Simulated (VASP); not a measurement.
# MgO (Periclase) (Fm-3m) in VASP: further runs, part 2 of 2

VASP 6.6.1. Earlier steps stand in the parts before.

## (3) Relaxation of the atoms, PBE+D3(BJ) (a relaxed cell with its volume scaled by 0.98)

INCAR reads:

```
PREC = Accurate
ENCUT = 600
EDIFF = 1E-7
ISMEAR = 0
SIGMA = 0.03
LREAL = F
LASPH = T
NELM = 80
ALGO = Normal
ISIF = 2
LWAVE = F
LCHARG = F
GGA = PE
IVDW = 12
IBRION = 2
NSW = 40
EDIFFG = -0.01
```

KPOINTS reads:

```
Automatic mesh
0
Gamma
  12 12 12
```

POSCAR reads:

```
MgO                                     
1.0
    0.0000000000      2.0854728489      2.0854728489
    2.0854728489      0.0000000000      2.0854728489
    2.0854728489      2.0854728489      0.0000000000
  Mg              O             
     1     1
Direct
     0.0000000000000000    0.0000000000000000    0.0000000000000000
     0.5000000000000000    0.5000000000000000    0.5000000000000000
```

Potentials or basis: VASP PAW PBE potentials, release 64 (Mg, O).

Command:

```sh
$ cat potpaw_PBE.64/Mg/POTCAR potpaw_PBE.64/O/POTCAR > POTCAR
$ mpirun -np 1 vasp_std > vasp.out
```

OUTCAR:

```text
PREC = Accurate
   ENCUT = 600
   EDIFF = 1E-7
   ISMEAR = 0
   LREAL = F
   LASPH = T
   NELM = 80
   ISIF = 2
   GGA = PE
   IVDW = 12
   IBRION = 2
   NSW = 40
   EDIFFG = -0.01
 IVDW          = 12

 ion  position               nearest neighbor table
   1  0.000  0.000  0.000-   2 2.09   2 2.09   2 2.09   2 2.09   2 2.09   2 2.09
   2  0.500  0.500  0.500-   1 2.09   1 2.09   1 2.09   1 2.09   1 2.09   1 2.09

  LATTYP: Found a face centered cubic cell.
 ALAT       =     4.1709456978

  Lattice vectors:

 A1 = (   0.0000000000,   2.0854728489,   2.0854728489)
 A2 = (   2.0854728489,   0.0000000000,   2.0854728489)
 A3 = (   2.0854728489,   2.0854728489,   0.0000000000)

Analysis of symmetry for initial positions (statically):
=====================================================================
 Subroutine PRICEL returns:
 Original cell was already a primitive cell.

 Routine SETGRP: Setting up the symmetry group for a
 face centered cubic supercell.

 Subroutine GETGRP returns: Found 48 space group operations
 (whereof 48 operations were pure point group operations)
 out of a pool of 48 trial point group operations.

The static configuration has the point symmetry O_h .

Analysis of symmetry for dynamics (positions and initial velocities):
=====================================================================
 Subroutine PRICEL returns:
 Original cell was already a primitive cell.

 Routine SETGRP: Setting up the symmetry group for a
 face centered cubic supercell.

 Subroutine GETGRP returns: Found 48 space group operations
 (whereof 48 operations were pure point group operations)
 out of a pool of 48 trial point group operations.

The dynamic configuration has the point symmetry O_h .

 Subroutine INISYM returns: Found 48 space group operations
 (whereof 48 operations are pure point group operations),
 and found     1 'primitive' translations

----------------------------------------------------------------------------------------

                                     Primitive cell

[... 118 lines left out ...]
   IVDW    =    12    specifies the selected vdW correction
   LEPSILON=     F    determine dielectric tensor
   LRPA    =     F    only Hartree local field effects (RPA)
 conjugate gradient relaxation of ions
 non-spin polarized calculation
 Gauss-broadening in eV      SIGMA  =   0.03
  energy-cutoff  :      600.00
  volume of cell :       18.14
 maximum number of plane-waves:       620
   NGX = 11   NGY = 11   NGZ = 11

 number of electron       8.0000002 magnetization

 Free energy of the ion-electron system (eV)
  ---------------------------------------------------
  ext. energy  EPLUGINS =         0.00000000
  ---------------------------------------------------
  free energy    TOTEN  =       -11.88634082 eV

  energy without entropy =      -11.88634082  energy(sigma->0) =      -11.88634082

 E-fermi :   3.6214     XC(G=0): -11.2187

 val. band max:        3.4093856888   @ k =   0.0000   0.0000   0.0000
 cond. band min:       8.4289177345   @ k =   0.0000   0.0000   0.0000
 fundamental gap:      5.0195320456
 Fermi energy:         3.6213749239

 k-point     1 :       0.0000    0.0000    0.0000
  band No.  band energies     occupation
      1     -14.0067      2.00000
      2       3.4094      2.00000
      3       3.4094      2.00000
      4       3.4094      2.00000
      5       8.4289      0.00000
      6      19.3782      0.00000
      7      19.3782      0.00000
      8      19.3782      0.00000
[... 243 lines left out ...]
 k-point    24 :      -0.4167    0.1667    0.0000
  band No.  band energies     occupation
      1     -12.5575      2.00000
      2      -0.9236      2.00000
      3       1.7755      2.00000
      4       2.5921      2.00000
      5      12.6683      0.00000
      6      16.0696      0.00000
      7      17.9218      0.00000
      8      20.6951      0.00000

 [... further k-points ...]

------------------------ aborting loop because EDIFF is reached ----------------------------------------

 Edisp (eV)   -0.60427

 E8    (eV) :    -0.2367

  FORCE on cell =-STRESS in cart. coord.  units (eV):
  Direction    XX          YY          ZZ          XY          YZ          ZX
  --------------------------------------------------------------------------------------
  -------------------------------------------------------------------------------------
  Total       0.38722     0.38722     0.38722     0.00000     0.00000    -0.00000
  in kB      34.20031    34.20031    34.20031     0.00000     0.00000    -0.00000
  external pressure =       34.20 kB  Pullay stress =        0.00 kB

 VOLUME and BASIS-vectors are now :
 -----------------------------------------------------------------------------
  energy-cutoff  :      600.00
  volume of cell :       18.14
      direct lattice vectors                 reciprocal lattice vectors
     0.000000000  2.085472849  2.085472849    -0.239753781  0.239753781  0.239753781
     2.085472849  0.000000000  2.085472849     0.239753781 -0.239753781  0.239753781
     2.085472849  2.085472849  0.000000000     0.239753781  0.239753781 -0.239753781

 POSITION                                       TOTAL-FORCE (eV/Angst)
 -----------------------------------------------------------------------------------
      0.00000      0.00000      0.00000        -0.000000     -0.000000      0.000000
      2.08547      2.08547      2.08547         0.000000      0.000000     -0.000000
 -----------------------------------------------------------------------------------
    total drift:                               -0.000000     -0.000000      0.000000

  FREE ENERGIE OF THE ION-ELECTRON SYSTEM (eV)
  ---------------------------------------------------
  free  energy   TOTEN  =       -12.4906135469 eV

  energy  without entropy=      -12.4906135469  energy(sigma->0) =      -12.49061355

 reached required accuracy - stopping structural energy minimisation
```

It took 6.6 s on 1 thread of AMD EPYC 9R45 (Zen 5), shared host; peak memory 0.13 GiB.

Results:

```
Free energy                : -12.4906 eV
Pressure after relaxing    : 3.4 GPa
Band gap on the k mesh     : 5.02 eV, direct
Dispersion energy per atom : -0.302 eV
```

Final structure:
```cif
data_structure
_symmetry_space_group_name_H-M 'P 1'
_symmetry_Int_Tables_number 1
_cell_length_a 2.9493
_cell_length_b 2.9493
_cell_length_c 2.9493
_cell_angle_alpha 60.000
_cell_angle_beta 60.000
_cell_angle_gamma 60.000
_cell_volume 18.14
loop_
_atom_site_label
_atom_site_type_symbol
_atom_site_fract_x
_atom_site_fract_y
_atom_site_fract_z
_atom_site_occupancy
Mg1 Mg 0.00000 0.00000 0.00000 1
O1 O 0.50000 0.50000 0.50000 1
```

Levels at points of the mesh, in eV from the valence-band top:
```csv
k point,band 1,band 2,band 3,band 4,band 5,band 6,band 7,band 8
"(0.00, 0.00, 0.00)",-17.42,0.00,0.00,0.00,5.02,15.97,15.97,15.97
"(0.50, 0.00, 0.00)",-16.06,-4.75,-0.69,-0.69,8.09,12.94,16.62,16.62
"(0.50, 0.50, 0.00)",-15.79,-4.21,-1.39,-1.39,9.16,10.30,13.42,19.43
```

Caveat: the relaxation stopped at its first step, so nothing moved. A k mesh can miss the band edges.

## (4) Relaxation of the atoms, PBE+D3(BJ)

INCAR is that of step 3.

KPOINTS is that of step 3.

POSCAR reads:

```
MgO                                     
1.0
    0.0000000000      2.0995643091      2.0995643091
    2.0995643091      0.0000000000      2.0995643091
    2.0995643091      2.0995643091      0.0000000000
  Mg              O             
     1     1
Direct
     0.0000000000000000    0.0000000000000000    0.0000000000000000
     0.5000000000000000    0.5000000000000000    0.5000000000000000
```

Command:

```sh
$ cat potpaw_PBE.64/Mg/POTCAR potpaw_PBE.64/O/POTCAR > POTCAR
$ mpirun -np 1 vasp_std > vasp.out
```

Run time: 7.3 s. Hardware: 1 thread of AMD EPYC 9R45 (Zen 5), shared host; peak memory 0.13 GiB.

It converged, with:

```yaml
Free_energy: -12.4955 eV
Pressure_after_relaxing: 0.0 GPa
Band_gap_on_the_k_mesh: 4.82 eV, direct
Dispersion_energy_per_atom: -0.296 eV
```

Final structure:
```
Mg O
1.0
     0.00000    2.09956    2.09956
     2.09956    0.00000    2.09956
     2.09956    2.09956    0.00000
Mg O
1 1
Cartesian
  0.0000 0.0000 0.0000
  2.0996 2.0996 2.0996
```

Levels at points of the mesh, in eV from the valence-band top:
```tsv
k point	band 2	band 3	band 4	band 5	band 6	band 7
(0.00, 0.00, 0.00)	0.00	0.00	0.00	4.82	15.85	15.85
(0.50, 0.00, 0.00)	-4.66	-0.66	-0.66	7.96	12.71	16.41
(0.50, 0.50, 0.00)	-4.12	-1.36	-1.36	9.13	10.07	13.20
```

Caveat: the relaxation stopped at its first step, so nothing moved.

## (5) Relaxation of the atoms, PBE+D3(BJ) (a relaxed cell with its volume scaled by 1.02)

INCAR is that of step 4.

KPOINTS is that of step 4.

POSCAR reads:

```
MgO                                     
1.0
    0.0000000000      2.1134691137      2.1134691137
    2.1134691137      0.0000000000      2.1134691137
    2.1134691137      2.1134691137      0.0000000000
  Mg              O             
     1     1
Direct
     0.0000000000000000    0.0000000000000000    0.0000000000000000
     0.5000000000000000    0.5000000000000000    0.5000000000000000
```

Potentials or basis: VASP PAW PBE potentials, release 64 (Mg, O).

Command:

```sh
$ cat potpaw_PBE.64/Mg/POTCAR potpaw_PBE.64/O/POTCAR > POTCAR
$ mpirun -np 1 vasp_std > vasp.out
```

OUTCAR:

```text
PREC = Accurate
   ENCUT = 600
   EDIFF = 1E-7
   ISMEAR = 0
   LREAL = F
   LASPH = T
   NELM = 80
   ISIF = 2
   GGA = PE
   IVDW = 12
   IBRION = 2
   NSW = 40
   EDIFFG = -0.01
 IVDW          = 12

 ion  position               nearest neighbor table
   1  0.000  0.000  0.000-   2 2.11   2 2.11   2 2.11   2 2.11   2 2.11   2 2.11
   2  0.500  0.500  0.500-   1 2.11   1 2.11   1 2.11   1 2.11   1 2.11   1 2.11

  LATTYP: Found a face centered cubic cell.
 ALAT       =     4.2269382274

  Lattice vectors:

 A1 = (   0.0000000000,   2.1134691137,   2.1134691137)
 A2 = (   2.1134691137,   0.0000000000,   2.1134691137)
 A3 = (   2.1134691137,   2.1134691137,   0.0000000000)

Analysis of symmetry for initial positions (statically):
=====================================================================
 Subroutine PRICEL returns:
 Original cell was already a primitive cell.

 Routine SETGRP: Setting up the symmetry group for a
 face centered cubic supercell.

 Subroutine GETGRP returns: Found 48 space group operations
 (whereof 48 operations were pure point group operations)
 out of a pool of 48 trial point group operations.

The static configuration has the point symmetry O_h .

[... 170 lines left out ...]
  band No.  band energies     occupation
      1     -14.1027      2.00000
      2       3.1060      2.00000
      3       3.1060      2.00000
      4       3.1060      2.00000
      5       7.7315      0.00000
      6      18.8483      0.00000
      7      18.8483      0.00000
      8      18.8483      0.00000
[... 243 lines left out ...]
 k-point    24 :      -0.4167    0.1667    0.0000
  band No.  band energies     occupation
      1     -12.7612      2.00000
      2      -1.0641      2.00000
      3       1.5485      2.00000
      4       2.3370      2.00000
      5      12.0848      0.00000
      6      15.3544      0.00000
      7      17.1880      0.00000
      8      19.9303      0.00000

 [... further k-points ...]

------------------------ aborting loop because EDIFF is reached ----------------------------------------

 Edisp (eV)   -0.57987

 E8    (eV) :    -0.2271

  FORCE on cell =-STRESS in cart. coord.  units (eV):
  Direction    XX          YY          ZZ          XY          YZ          ZX
  --------------------------------------------------------------------------------------
  -------------------------------------------------------------------------------------
  Total      -0.36480    -0.36480    -0.36480    -0.00000    -0.00000     0.00000
  in kB     -30.95582   -30.95582   -30.95582    -0.00000    -0.00000     0.00000
  external pressure =      -30.96 kB  Pullay stress =        0.00 kB

 VOLUME and BASIS-vectors are now :
 -----------------------------------------------------------------------------
  energy-cutoff  :      600.00
  volume of cell :       18.88
      direct lattice vectors                 reciprocal lattice vectors
     0.000000000  2.113469114  2.113469114    -0.236577860  0.236577860  0.236577860
     2.113469114  0.000000000  2.113469114     0.236577860 -0.236577860  0.236577860
     2.113469114  2.113469114  0.000000000     0.236577860  0.236577860 -0.236577860

 POSITION                                       TOTAL-FORCE (eV/Angst)
 -----------------------------------------------------------------------------------
      0.00000      0.00000      0.00000         0.000000      0.000000     -0.000000
      2.11347      2.11347      2.11347        -0.000000     -0.000000      0.000000
 -----------------------------------------------------------------------------------
    total drift:                               -0.000000     -0.000000      0.000000

  FREE ENERGIE OF THE ION-ELECTRON SYSTEM (eV)
  ---------------------------------------------------
  free  energy   TOTEN  =       -12.4928276076 eV

  energy  without entropy=      -12.4928276076  energy(sigma->0) =      -12.49282761

 reached required accuracy - stopping structural energy minimisation
```

OSZICAR:

```text
N       E                     dE             d eps       ncg     rms          rms(c)
DAV:   1     0.176757903301E+02    0.17676E+02   -0.53159E+03  1272   0.102E+03
DAV:   2    -0.129986991662E+02   -0.30674E+02   -0.29243E+02  1440   0.152E+02
DAV:   3    -0.134685566170E+02   -0.46986E+00   -0.46986E+00  1336   0.217E+01
DAV:   4    -0.134696414187E+02   -0.10848E-02   -0.10848E-02  1696   0.978E-01
DAV:   5    -0.134696423861E+02   -0.96739E-06   -0.96739E-06  1408   0.171E-02    0.720E+00
DAV:   6    -0.119336625006E+02    0.15360E+01   -0.10135E+01  1152   0.225E+01    0.230E+00
DAV:   7    -0.119185990341E+02    0.15063E-01   -0.47922E-02  1232   0.269E+00    0.132E+00
DAV:   8    -0.119129595280E+02    0.56395E-02   -0.25409E-02  1152   0.244E+00    0.161E-01
DAV:   9    -0.119128549293E+02    0.10460E-03   -0.46429E-04  1704   0.194E-01    0.726E-02
DAV:  10    -0.119129624449E+02   -0.10752E-03   -0.13008E-04  1184   0.124E-01    0.545E-03
DAV:  11    -0.119129625825E+02   -0.13759E-06   -0.83890E-07  1760   0.893E-03    0.301E-03
DAV:  12    -0.119129625240E+02    0.58432E-07   -0.42379E-07  1208   0.600E-03
   1 F= -.12492828E+02 E0= -.12492828E+02  d E =-.124928E+02
```

CONTCAR:

```text
MgO
   1.00000000000000
     0.0000000000000000    2.1134691136999999    2.1134691136999999
     2.1134691136999999    0.0000000000000000    2.1134691136999999
     2.1134691136999999    2.1134691136999999    0.0000000000000000
  Mg              O
     1     1
Direct
     0.0000000000000000    0.0000000000000000    0.0000000000000000
     0.5000000000000000    0.5000000000000000    0.5000000000000000

  0.00000000E+00  0.00000000E+00  0.00000000E+00
  0.00000000E+00  0.00000000E+00  0.00000000E+00
```

It took 7 s on 1 thread of AMD EPYC 9R45 (Zen 5), shared host; peak memory 0.12 GiB.

What came out:

| Property | Result |
| --- | --- |
| Free energy | -12.4928 eV |
| Pressure after relaxing | -3.1 GPa |
| Band gap on the k mesh | 4.63 eV, direct |
| Dispersion energy per atom | -0.290 eV |

Final structure:
```
Mg O
1.0
     0.00000    2.11347    2.11347
     2.11347    0.00000    2.11347
     2.11347    2.11347    0.00000
Mg O
1 1
Direct
  0.00000 0.00000 0.00000
  0.50000 0.50000 0.50000
```

Caveat: the relaxation stopped at its first step, so nothing moved. A k mesh can miss the band edges.

## (6) Relaxation of the atoms, PBE+D3(BJ) (a relaxed cell with its volume scaled by 1.04)

INCAR is that of step 5.

KPOINTS is that of step 5.

POSCAR reads:

```
MgO                                     
1.0
    0.0000000000      2.1271933237      2.1271933237
    2.1271933237      0.0000000000      2.1271933237
    2.1271933237      2.1271933237      0.0000000000
  Mg              O             
     1     1
Direct
     0.0000000000000000    0.0000000000000000    0.0000000000000000
     0.5000000000000000    0.5000000000000000    0.5000000000000000
```

Potentials or basis: VASP PAW PBE potentials, release 64 (Mg, O).

Command:

```sh
$ cat potpaw_PBE.64/Mg/POTCAR potpaw_PBE.64/O/POTCAR > POTCAR
$ mpirun -np 1 vasp_std > vasp.out
```

Wall time 6.6 s (1 thread of AMD EPYC 9R45 (Zen 5), shared host); peak memory 0.12 GiB.

The run converged. Its results:

```
Free energy                : -12.4832 eV
Pressure after relaxing    : -5.9 GPa
Band gap on the k mesh     : 4.44 eV, direct
Dispersion energy per atom : -0.284 eV
```

Final structure:
```yaml
crystal:
  lattice:
    - [0.00000, 2.12719, 2.12719]
    - [2.12719, 0.00000, 2.12719]
    - [2.12719, 2.12719, 0.00000]
  atoms:
    - { symbol: Mg, position: [0.00000, 0.00000, 0.00000] }
    - { symbol: O, position: [0.50000, 0.50000, 0.50000] }
```

Levels at points of the mesh, in eV from the valence-band top:
| k point | band 1 | band 2 | band 3 | band 4 | band 5 | band 6 | band 7 | band 8 |
| --- | --- | --- | --- | --- | --- | --- | --- | --- |
| (0.00, 0.00, 0.00) | -17.11 | 0.00 | 0.00 | 0.00 | 4.44 | 15.63 | 15.63 | 15.63 |
| (0.50, 0.00, 0.00) | -15.90 | -4.49 | -0.62 | -0.62 | 7.71 | 12.27 | 16.00 | 16.00 |
| (0.50, 0.50, 0.00) | -15.65 | -3.96 | -1.31 | -1.31 | 9.08 | 9.65 | 12.78 | 18.52 |

Caveat: the relaxation stopped at its first step, so nothing moved.

## (7) The runs side by side

```tsv
cell	gap on the mesh (eV)	pressure (GPa)
atoms relaxed from: a relaxed cell with its volume scaled by 0.96	5.23	7.2
atoms relaxed from: a relaxed cell with its volume scaled by 0.98	5.02	3.4
atoms relaxed	4.82	0.0
atoms relaxed from: a relaxed cell with its volume scaled by 1.02	4.63	-3.1
atoms relaxed from: a relaxed cell with its volume scaled by 1.04	4.44	-5.9
```

Alike in all rows: task relaxation of the atoms; level PBE+D3(BJ); potentials or basis VASP PAW PBE potentials, release 64 (Mg, O); no spin polarisation; k mesh 12 × 12 × 12; cutoff (eV) 600; smearing gaussian 0.03 eV.

Caveats: the relaxation stopped at its first step, so nothing moved.

Absolute energies hang on the potentials; compare differences alone.

## (8) How close it comes

Step 4. A measured gap of MgO is 7.83 eV (quoted in “Electronic structure of alkaline earth and post-transition metal oxides”, 2009, arxiv:0908.1581); the calculated 4.82 eV misses it by -3.01 eV. The value is that of PBE+D3(BJ) on a finite k mesh, which can miss the band edges, without temperature or zero-point motion. Semilocal functionals fall short of measured gaps as a rule.
